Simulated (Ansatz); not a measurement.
# InSe: the cost of one run

Program: Ansatz 0.2.0. Level of theory: DFT PBE+D3(BJ), scalar-relativistic, plane waves, PAW. These are calculated values, not measurements.

A COD entry behind a cell of this session may itself be a prediction, so a difference from it is no test against experiment.

5 further runs of the same task are left out: 5 set aside as unsound or not needed. Runs told in other sessions of the task aren't counted.

### 1 The system as given

The structure is hexagonal, space group P-6m2 (No. 187). The conventional cell has a = 4.027 Å, b = 4.027 Å, c = 28.271 Å, α = 90.00°, β = 90.00°, γ = 120.00°. Se (site symmetry 3m) is surrounded by 3 In at 2.66 Å. In (site symmetry 3m) is surrounded by 3 Se at 2.66 Å and 1 In at 2.79 Å.

Coordinates:

```
Se In
1.0
     4.02661    0.00000    0.00000
    -2.01331    3.48715    0.00000
     0.00000    0.00000   28.27071
Se In
4 4
Direct
  0.00000 0.00000 0.15918
  0.00000 0.00000 0.34967
  0.00000 0.00000 0.47382
  0.00000 0.00000 0.66432
  0.66667 0.33333 0.20500
  0.66667 0.33333 0.30385
  0.66667 0.33333 0.51965
  0.66667 0.33333 0.61849
```

This is the geometry of the first run shown, built on a cell relaxed beforehand with the same method.

### 2 Plan of the line

Atoms count from 1 in the order of the input.

The upper layer of a bilayer is slid over the lower one; relaxed at each slide: nothing; the origin of the map has Se5 above Se4; the distance between the facing planes is held at 3.51 Å.

First coordinate, slide of the upper layer along the first cell vector, from Se5 above Se4: 9 values from 0.000 to 0.889, periodic. Second coordinate, slide of the upper layer along the second cell vector, from Se5 above Se4: 9 values from 0.000 to 0.889, periodic.

Nothing else is relaxed. Points are written as (first, second).

The two vectors of the plane (Å): (4.027, 0.000, 0.000); (-2.013, 3.487, 0.000).

### 3 Grid point (0/9, 0/9) of the map's two axes

A dipole layer in the vacuum cancels the field that periodic copies would set up if the slab's two faces differ.

input.yaml

```yaml
crystal:
  lattice:
    - [4.0266104808, 0.0, 0.0]
    - [-2.0133052404, 3.4871469675, 0.0]
    - [0.0, 0.0, 28.2707100106]
  atoms:
    - { symbol: Se, position: [0.0, 0.0, 0.1591753443] }
    - { symbol: In, position: [0.6666666667, 0.3333333333, 0.2049979901] }
    - { symbol: In, position: [0.6666666667, 0.3333333333, 0.3038451606] }
    - { symbol: Se, position: [0.0, 0.0, 0.3496677304] }
    - { symbol: Se, position: [0.0, 0.0, 0.4738244989] }
    - { symbol: In, position: [0.6666666667, 0.3333333333, 0.5196471447] }
    - { symbol: In, position: [0.6666666667, 0.3333333333, 0.6184943152] }
    - { symbol: Se, position: [0.0, 0.0, 0.664316885] }
basis:
  ecutwfc: 420
kpoints:
  mp_grid: { grid: [9, 9, 1] }
hamiltonian:
  xc: pbe
  pseudopotentials: { kind: paw, azcp: { folder: soft_1 } }
  dispersion: d3bj
scf:
  occupations: { method: gaussian, width: 0.05 }
output:
  forces: true
  eigenvalues: true
efield:
  axis: 3
  dipole_correction: true
  ramp_width: 0.04
```

Run with:

```sh
$ ansatz run input.yaml --threads 1 --pin off --max-ram 3072MiB --backend cpu --events-out ev --progress --plain --runs-dir out
```

Q: Estimate wall time and peak memory on 1 thread of Arm Neoverse V1, shared host.

About 44 s, with a peak of 0.63 GiB.
